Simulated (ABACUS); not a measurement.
# MnO (P6_3mc) in ABACUS: equation of state, part 2 of 2

ABACUS 3.10.1.

### Step 3. Equation of state, PBEsol, collinear spin, ferromagnetic start, 12.73 Å³/atom (volume scaled by 0.96)

INPUT

```
INPUT_PARAMETERS
suffix              MnO
calculation         scf
basis_type          pw
pseudo_dir          ./
symmetry            1
dft_functional      pbesol
ecutwfc             97
pseudo_rcut         7
nspin               2
nbands              30
ks_solver           dav
smearing_method     fd
smearing_sigma      0.00367493
scf_thr             1e-08
scf_nmax            100
mixing_type         broyden
mixing_beta         0.4
cal_force           1
cal_stress          1
kpar                4
```

STRU

```
ATOMIC_SPECIES
Mn 54.9380 Mn.upf
O 15.9990 O.upf

LATTICE_CONSTANT
1.8897261246

LATTICE_VECTORS
3.3261309004 0.0000000000 0.0000000000
-1.6630654502 2.8805138560 0.0000000000
0.0000000000 0.0000000000 5.3127140505

ATOMIC_POSITIONS
Direct

Mn
0.0
2
0.6666666667 0.3333333333 0.5109600000 1 1 1 mag 4
0.3333333333 0.6666666667 0.0109600000 1 1 1 mag 4

O
0.0
2
0.6666666667 0.3333333333 0.8754700000 1 1 1 mag 0
0.3333333333 0.6666666667 0.3754700000 1 1 1 mag 0
```

KPT

```
K_POINTS
0
Gamma
9 9 5 0 0 0
```

Potentials or basis: PseudoDojo NC SR 0.4.1 PBEsol standard, plane waves.

Started as:

```sh
> OMP_NUM_THREADS=1 mpirun -np 4 abacus > log
```

Run time: 54 s. Hardware: 4 MPI ranks of Intel Xeon 6975P-C (Granite Rapids), shared host; peak memory 0.76 GiB.

The run converged. Its results:

```yaml
Free_energy: -6817.7667 eV
Pressure: 6.3 GPa
Largest_force: 0.709 eV/Å
Band_gap_on_the_k_mesh: none (metal or under the smearing width)
Net_moment: 9.97 μB per cell
Absolute_moment: 9.97 μB per cell
```

Caveat: semilocal functionals often make such compounds metallic where correlation or magnetic order opens a gap, which also shifts bond lengths; only a ferromagnetic start was run, and an antiferromagnetic order may lie lower in energy.

### Step 4. Equation of state, PBEsol, collinear spin, ferromagnetic start, 12.99 Å³/atom (volume scaled by 0.98)

INPUT is that of step 3.

STRU, as its differences from that of step 3:

```diff
@@ -8,5 +8,5 @@
 LATTICE_VECTORS
-3.3261309004 0.0000000000 0.0000000000
--1.6630654502 2.8805138560 0.0000000000
-0.0000000000 0.0000000000 5.3127140505
+3.3490704591 0.0000000000 0.0000000000
+-1.6745352295 2.9003800966 0.0000000000
+0.0000000000 0.0000000000 5.3493546156
```

KPT is that of step 3.

Started as:

```sh
> OMP_NUM_THREADS=1 mpirun -np 4 abacus > log
```

Run time: 47 s. Hardware: 4 MPI ranks of Intel Xeon 6975P-C (Granite Rapids), shared host; peak memory 0.8 GiB.

Results (log left out):

```yaml
Free_energy: -6817.7989 eV
Pressure: 3.4 GPa
Largest_force: 0.657 eV/Å
Band_gap_on_the_k_mesh: none (metal or under the smearing width)
Net_moment: 9.99 μB per cell
Absolute_moment: 9.99 μB per cell
```

Caveat: semilocal functionals often make such compounds metallic where correlation or magnetic order opens a gap, which also shifts bond lengths; only a ferromagnetic start was run, and an antiferromagnetic order may lie lower in energy.

### Step 5. Equation of state, PBEsol, collinear spin, ferromagnetic start, 13.26 Å³/atom

INPUT is that of step 4.

STRU, as its differences from that of step 4:

```diff
@@ -8,5 +8,5 @@
 LATTICE_VECTORS
-3.3490704591 0.0000000000 0.0000000000
--1.6745352295 2.9003800966 0.0000000000
-0.0000000000 0.0000000000 5.3493546156
+3.3717000000 0.0000000000 0.0000000000
+-1.6858500000 2.9199778539 0.0000000000
+0.0000000000 0.0000000000 5.3855000000
```

KPT is that of step 4.

Potentials or basis: PseudoDojo NC SR 0.4.1 PBEsol standard, plane waves.

Started as:

```sh
> OMP_NUM_THREADS=1 mpirun -np 4 abacus > log
```

running log:

```text
ABACUS v3.10.1

               Atomic-orbital Based Ab-initio Computation at UStc

 ------------------------------------------------------------------------------------

 READING GENERAL INFORMATION
                           global_out_dir = OUT.MnO/
                           global_in_card = INPUT
                               pseudo_dir = ./
                              orbital_dir =
                                    DSIZE = 4
                                    GSIZE = 1

 READING UNITCELL INFORMATION
                                    ntype = 2
                  lattice constant (Bohr) = 1.88973
[... 471 lines left out ...]
 1/9 kpoint (Cartesian) = 0.0000 0.0000 0.0000 (5755 pws)
       1       -70.7450     0.00246914
       2       -70.7418     0.00246914
       3       -39.7874     0.00246914
       4       -39.7868     0.00246914
       5       -39.7868     0.00246914
       6       -39.7806     0.00246914
[... 182 lines left out ...]
      29        16.2534    1.01881e-51
      30        19.2712    6.24893e-78

[... levels at 12 further k points ...]

------------------------------------------------------------------------------------------
 TOTAL-FORCE (eV/Angstrom)
------------------------------------------------------------------------------------------
                       Mn1         0.0000000000         0.0000000000        -0.6023838402
                       Mn2         0.0000000000         0.0000000000        -0.6023838402
                        O1         0.0000000000         0.0000000000         0.6023838402
                        O2         0.0000000000         0.0000000000         0.6023838402
------------------------------------------------------------------------------------------

----------------------------------------------------------------
 TOTAL-STRESS (KBAR)
----------------------------------------------------------------
       -17.0910832226        -0.0000000000         0.0000000000
         0.0000000000       -17.0910832230         0.0000000000
         0.0000000000         0.0000000000        55.6811800742
----------------------------------------------------------------
 TOTAL-PRESSURE: 7.166338 KBAR

 --------------------------------------------
 !FINAL_ETOT_IS -6817.8125120623226394 eV
 --------------------------------------------
```

stdout:

```text
ABACUS v3.10.1

               Atomic-orbital Based Ab-initio Computation at UStc

%%%%%%%%%%%%%%%%%%%%%%%%%%%%%%%%%%%%%%%%%%%%%%%%%%%%%%%%%%%%%%%%%%%%%%%%%%%%%%%%%%%%%%%%%%%%%%%%%%%%%%%%%
[... 37 lines left out ...]
----------------------------------------------------------------
 TOTAL-STRESS (KBAR)
----------------------------------------------------------------
       -17.0910832226        -0.0000000000         0.0000000000
         0.0000000000       -17.0910832230         0.0000000000
         0.0000000000         0.0000000000        55.6811800742
----------------------------------------------------------------
 TOTAL-PRESSURE: 7.166338 KBAR
```

It took 56 s on 4 MPI ranks of Intel Xeon 6975P-C (Granite Rapids), shared host; peak memory 0.8 GiB.

Results:

```yaml
Free_energy: -6817.8125 eV
Pressure: 0.7 GPa
Largest_force: 0.602 eV/Å
Band_gap_on_the_k_mesh: none (metal or under the smearing width)
Net_moment: 9.99 μB per cell
Absolute_moment: 9.99 μB per cell
```

Caveat: semilocal functionals often make such compounds metallic where correlation or magnetic order opens a gap, which also shifts bond lengths; only a ferromagnetic start was run, and an antiferromagnetic order may lie lower in energy.

### Step 6. Equation of state, PBEsol, collinear spin, ferromagnetic start, 13.52 Å³/atom (volume scaled by 1.02)

INPUT is that of step 5.

STRU, as its differences from that of step 5:

```diff
@@ -8,5 +8,5 @@
 LATTICE_VECTORS
-3.3717000000 0.0000000000 0.0000000000
--1.6858500000 2.9199778539 0.0000000000
-0.0000000000 0.0000000000 5.3855000000
+3.3940297898 0.0000000000 0.0000000000
+-1.6970148949 2.9393160191 0.0000000000
+0.0000000000 0.0000000000 5.4211666023
```

KPT is that of step 5.

Potentials or basis: PseudoDojo NC SR 0.4.1 PBEsol standard, plane waves.

Started as:

```sh
> OMP_NUM_THREADS=1 mpirun -np 4 abacus > log
```

It took 52 s on 4 MPI ranks of Intel Xeon 6975P-C (Granite Rapids), shared host; peak memory 0.84 GiB.

It converged, with:

* Free energy: -6817.8089 eV
* Pressure: -1.8 GPa
* Largest force: 0.553 eV/Å
* Band gap on the k mesh: none (metal or under the smearing width)
* Net moment: 10.00 μB per cell
* Absolute moment: 10.00 μB per cell

Caveat: semilocal functionals often make such compounds metallic where correlation or magnetic order opens a gap, which also shifts bond lengths; only a ferromagnetic start was run, and an antiferromagnetic order may lie lower in energy.

### Step 7. Equation of state, PBEsol, collinear spin, ferromagnetic start, 13.79 Å³/atom (volume scaled by 1.04)

INPUT is that of step 6.

STRU, as its differences from that of step 6:

```diff
@@ -8,5 +8,5 @@
 LATTICE_VECTORS
-3.3940297898 0.0000000000 0.0000000000
--1.6970148949 2.9393160191 0.0000000000
-0.0000000000 0.0000000000 5.4211666023
+3.4160695619 0.0000000000 0.0000000000
+-1.7080347809 2.9584030216 0.0000000000
+0.0000000000 0.0000000000 5.4563699693
```

KPT is that of step 6.

Started as:

```sh
> OMP_NUM_THREADS=1 mpirun -np 4 abacus > log
```

Wall time 48 s (4 MPI ranks of Intel Xeon 6975P-C (Granite Rapids), shared host); peak memory 0.84 GiB.

Results (log left out):

| Item | Value |
| --- | --- |
| Free energy | -6817.7897 eV |
| Pressure | -4.0 GPa |
| Largest force | 0.507 eV/Å |
| Band gap on the k mesh | none (metal or under the smearing width) |
| Net moment | 10.00 μB per cell |
| Absolute moment | 10.00 μB per cell |

Caveat: semilocal functionals often make such compounds metallic where correlation or magnetic order opens a gap, which also shifts bond lengths; only a ferromagnetic start was run, and an antiferromagnetic order may lie lower in energy.

### Step 8. Equation of state, PBEsol, collinear spin, ferromagnetic start, 14.05 Å³/atom (volume scaled by 1.06)

INPUT is that of step 7.

STRU, as its differences from that of step 7:

```diff
@@ -8,5 +8,5 @@
 LATTICE_VECTORS
-3.4160695619 0.0000000000 0.0000000000
--1.7080347809 2.9584030216 0.0000000000
-0.0000000000 0.0000000000 5.4563699693
+3.4378285534 0.0000000000 0.0000000000
+-1.7189142767 2.9772468610 0.0000000000
+0.0000000000 0.0000000000 5.4911248552
```

KPT is that of step 7.

Started as:

```sh
> OMP_NUM_THREADS=1 mpirun -np 4 abacus > log
```

It took 48 s on 4 MPI ranks of Intel Xeon 6975P-C (Granite Rapids), shared host; peak memory 0.88 GiB.

The run converged. Its results:

```
Free energy            : -6817.7566 eV
Pressure               : -6.0 GPa
Largest force          : 0.463 eV/Å
Band gap on the k mesh : none (metal or under the smearing width)
Net moment             : 10.00 μB per cell
Absolute moment        : 10.00 μB per cell
```

Caveat: semilocal functionals often make such compounds metallic where correlation or magnetic order opens a gap, which also shifts bond lengths; only a ferromagnetic start was run, and an antiferromagnetic order may lie lower in energy.

### Step 9. Equation of state, PBEsol, collinear spin, ferromagnetic start

Potentials or basis: PseudoDojo NC SR 0.4.1 PBEsol standard, plane waves.

No new run: the results of the series are fitted here.

Results:

```
Equilibrium volume                        : 13.33 Å³/atom
Bulk modulus at fixed shape and positions : 126 GPa
Pressure derivative of the bulk modulus   : 3.3 (rough: it moves with the points fitted)
```

Energy against volume, from the lowest point:
| volume (Å³/atom) | energy (meV/atom) |
| --- | --- |
| 12.460 | 24.42 |
| 12.725 | 11.45 |
| 12.990 | 3.39 |
| 13.255 | 0.00 |
| 13.521 | 0.91 |
| 13.786 | 5.70 |
| 14.051 | 13.98 |

Caveat: the cell was scaled at fixed shape and fractional positions, which overstates the stiffness of a crystal with free parameters, most of all of layers and chains.
